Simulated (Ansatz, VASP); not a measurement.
## One calculation of Cu, two programs

```
CELL_PARAMETERS angstrom
0.00000 1.75871 1.75871
1.75871 0.00000 1.75871
1.75871 1.75871 0.00000
ATOMIC_POSITIONS crystal
Cu 0.00000 0.00000 0.00000
```

Alike in both runs: task single point; functional PBE; k mesh 20 × 20 × 20; occupations gaussian, width 0.1 eV; no spin polarisation.

|  | VASP | Ansatz |
| --- | --- | --- |
| version | VASP 6.6.1 | Ansatz 0.2.0 |
| potentials or method | VASP PAW PBE potentials, release 64 (Cu) | scalar-relativistic, plane waves, PAW |
| plane-wave cutoff (eV) | 520 | 420 |
| valence electrons in the cell | 11 | 19 |

Ansatz gave:

```
gap on the k mesh at the Fermi level (eV) : none
pressure (GPa)                            : 16.8
```

Estimate VASP's values.

gap on the k mesh at the Fermi level (eV): none; pressure (GPa): 17.4.

A gap of «none» marks a metal or a gap that the smearing closes. With one functional, cell and mesh, what is left measures potentials, basis and numerics. The two sets of potentials don't hold the same shells in valence.

Caveats: so large a pressure means that the cell lies far from this level's equilibrium, or that cutoff or potentials fall short (VASP).
